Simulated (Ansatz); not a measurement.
# CdS: the cost of one run

Computed with Ansatz 0.2.0 (DFT PBE, scalar-relativistic, unless a step's input says otherwise).

## 1. Starting point

It takes space group P6_3mc (No. 186, hexagonal). Conventional cell: a = 4.135 Å, b = 4.135 Å, c = 6.749 Å, α = 90.00°, β = 90.00°, γ = 120.00°. Cd (site symmetry 3m) is surrounded by 4 S at 2.51 to 2.60 Å. S (site symmetry 3m) is surrounded by 4 Cd at 2.51 to 2.60 Å.

As a file:

```
Cd S
1.0
     4.13480    0.00000    0.00000
    -2.06740    3.58084    0.00000
     0.00000    0.00000    6.74900
Cd S
2 2
Direct
  0.33333 0.66667 0.00000
  0.66667 0.33333 0.50000
  0.33333 0.66667 0.38500
  0.66667 0.33333 0.88500
```

Atoms are numbered in the order of the input: Cd1, Cd2, S3, S4.

## 2. The deformed structure

Space group P6_3mc before, P6_3mc after.

## 3. Full-potential LAPW

input.yaml reads:

```yaml
crystal:
  lattice:
    - [4.0934512114, 0.0, 0.0]
    - [-2.0467256057, 3.5450327382, 0.0]
    - [0.0, 0.0, 6.749]
  atoms:
    - { symbol: Cd, position: [0.3333333333, 0.6666666667, 0.0] }
    - { symbol: Cd, position: [0.6666666667, 0.3333333333, 0.5] }
    - { symbol: S, position: [0.3333333333, 0.6666666667, 0.385] }
    - { symbol: S, position: [0.6666666667, 0.3333333333, 0.885] }
kpoints:
  mp_grid: { grid: [7, 7, 4] }
  band_path:
    path:
      - [0.0, 0.0, 0.0]
      - [0.5, 0.0, 0.0]
      - [0.3333333333, 0.3333333333, 0.0]
      - [0.0, 0.0, 0.0]
      - [0.0, 0.0, 0.5]
      - [0.5, 0.0, 0.5]
      - [0.3333333333, 0.3333333333, 0.5]
      - [0.0, 0.0, 0.5]
      - [0.5, 0.0, 0.5]
    npoints: 5
scf:
  occupations: { method: fermi_dirac, width: 0.01 }
hamiltonian:
  xc: pbe
  pseudopotentials: { kind: all_electron, lapw: { basis_error: 0.001 } }
output:
  forces: true
  stress: true
  eigenvalues: true
```

On the command line:

```sh
$ ansatz run input.yaml --threads 1 --pin off --max-ram 4096MiB --backend cpu --events-out ev --progress --plain --runs-dir out
```

**Question.** How long does this run take on 1 thread of Intel Xeon 6975P-C (Granite Rapids), shared host, and how much memory does it need?

About 24 s, with a peak of 0.42 GiB.
